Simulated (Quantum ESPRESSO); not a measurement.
TiC:

```
Ti C
1.0
     0.00000    2.16572    2.16572
     2.16572    0.00000    2.16572
     2.16572    2.16572    0.00000
Ti C
1 1
Direct
  0.00000 0.00000 0.00000
  0.50000 0.50000 0.50000
```

The cell is a database's computed one.

Base run:

```yaml
Program: Quantum ESPRESSO 7.5
Functional: PBEsol
Potentials_or_basis: GBRV 1.5 PBEsol
Cutoff: 612 eV
Density_cutoff: 4898 eV
k_mesh: 11 × 11 × 11
Occupations: fermi-dirac, width 0.05 eV
Spin: no spin polarisation
```

Its results: band gap on the k mesh none (metal or under the smearing width); pressure -6.8 GPa.

The run is repeated on the same cell with these changes: functional from PBEsol to LDA; potentials or basis from GBRV 1.5 PBEsol to GBRV 1.5 LDA. What comes out?

Band gap on the k mesh none (metal or under the smearing width); pressure -12.4 GPa.
